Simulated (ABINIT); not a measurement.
FeO (Wuestite):

```
CELL_PARAMETERS angstrom
1.51882 0.87689 2.51958
-1.51882 0.87689 2.51958
0.00000 -1.75378 2.51958
ATOMIC_POSITIONS crystal
Fe 0.00000 0.00000 0.00000
O 0.50000 0.50000 0.50000
```

Base run:

* Program: ABINIT 10.8.3 (patched build)
* Functional: PBEsol
* Potentials or basis: JTH PAW PBE v2.0
* Cutoff: 707 eV
* k mesh: 11 × 11 × 11
* Occupations: fermi-dirac, width 0.05 eV
* Spin: collinear spin, ferromagnetic start
* Starting moments: [3.0, 0.0] μB

Its results: band gap on the k mesh none (metal or under the smearing width); pressure -9.9 GPa; net moment 4.00 μB per cell; site moments Fe +3.58; O +0.29 μB.

Task: The run is repeated on the same cell with these changes: functional from PBEsol to PBE; k mesh from 11 × 11 × 11 to 7 × 7 × 7. What comes out?

Result: Band gap on the k mesh none (metal or under the smearing width); pressure -1.8 GPa; net moment 4.00 μB per cell; site moments Fe +3.59; O +0.28 μB.

Several settings changed at once, so the effect can't be laid on one alone.

Caveats: some runs use coarse meshes; a cell with one magnetic atom can't hold antiferromagnetic order, which such compounds often take; semilocal functionals often make such compounds metallic where correlation or magnetic order opens a gap, which also shifts bond lengths; the PAW data sets were made with another functional, which shifts forces and pressure a little (some runs).
